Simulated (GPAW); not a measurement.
A run of GPAW 26.7.0 is set up as follows.

run.py

```python
from ase import Atoms
from ase.eos import EquationOfState
from ase.io import Trajectory
from ase.units import GPa
from gpaw import GPAW, PW, setup_paths

setup_paths.insert(0, '.')

atoms = Atoms(['Se', 'Mg'],
              cell=[[0.0, 2.7255, 2.7255],
                    [2.7255, 0.0, 2.7255],
                    [2.7255, 2.7255, 0.0]],
              scaled_positions=[[0.5, 0.5, 0.5],
                                [0.0, 0.0, 0.0]],
              pbc=True)

traj = Trajectory('eos.traj', 'w')
volumes, energies = [], []
for x in [0.94, 0.96, 0.98, 1.0, 1.02, 1.04, 1.06]:
    a = atoms.copy()
    a.set_cell(atoms.cell * x**(1 / 3), scale_atoms=True)
    calc = GPAW(mode=PW(800),
                xc='PBEsol',
                kpts={'size': (8, 8, 8), 'gamma': True},
                occupations={'name': 'fermi-dirac', 'width': 0.05},
                nbands=16,
                convergence={'density': 1e-05, 'energy': 1e-05},
                maxiter=150,
                txt=f'eos-{x:.2f}.txt')
    a.calc = calc
    energies.append(a.get_potential_energy(force_consistent=True))
    volumes.append(a.get_volume())
    p = -a.get_stress()[:3].mean() / GPa
    calc.write(f'eos-{x:.2f}.gpw')
    traj.write(a)
    print(f'{x:.2f} {volumes[-1]:10.4f} A^3 {energies[-1]:14.6f} eV {p:9.3f} GPa', flush=True)

v0, e0, B = EquationOfState(volumes, energies, eos='birchmurnaghan').fit()
print(f'V0 = {v0:.4f} A^3, E0 = {e0:.6f} eV, B0 = {B / GPa:.2f} GPa')
```

Potentials or basis: PAW data sets generated in the run's folder for this functional, pw.

The run is started by

```bash
$ gpaw-setup -f PBEsol Mg Se
$ OMP_NUM_THREADS=1 python run.py
```

Q: Estimate the equilibrium volume.

A: 20.25 Å³/atom.

Q: Predict the bulk modulus.

A: 65 GPa.

Energy against volume, from the lowest point:
| volume (Å³/atom) | energy (meV/atom) |
| --- | --- |
| 19.031 | 16.53 |
| 19.436 | 7.10 |
| 19.841 | 1.73 |
| 20.246 | 0.00 |
| 20.651 | 1.57 |
| 21.056 | 6.12 |
| 21.461 | 13.35 |
